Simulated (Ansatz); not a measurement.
## MoSi2: opening a crack plane

MoSi2, I4/mmm, a = 3.217 Å, c = 7.873 Å. Ansatz: PBE, PAW, 420 eV, Γ-centred 14×14×3 mesh on 12 atoms, Gaussian smearing 0.15 eV; no spin polarisation. One cut on (001) per cell of 12 atoms is opened rigidly by x, between planes of Si and Mo that stand 1.30 Å apart; y is the energy per area (10.348 Å², 1 eV/Å² = 16.02 J/m²).

| x (Å) | y (J/m²) |
| --- | --- |
| 0.00 | 0.000 |
| 0.25 | 0.536 |
| 0.50 | 1.642 |
| 0.75 | 2.823 |
| 1.00 | 3.876 |
| 1.50 | ? |
| 2.00 | 6.314 |
| 3.00 | 6.900 |
| 4.50 | 7.048 |
| 6.00 | 7.068 |

Problem. Fit the universal binding curve y = W[1 − (1 + x/l) e^(−x/l)] to the other rows, give the peak stress, and predict the missing value.

Solution. Least squares gives W = 7.09 J/m² and l = 0.544 Å. The stress dy/dx peaks at x = l with W/(e l) = 47.9 GPa, for rigid faces. At x = 1.50: x/l = 2.757, y = 5.399 J/m². The run gave 5.453 J/m², so the fit is 0.054 J/m² too low, within twice the rms miss on the fitted rows (0.028 J/m²).

Cost: 12 runs of about 8.4 core-minutes in all, on Oxide Virtual Turin-like Processor (Zen 5) (shared hosts).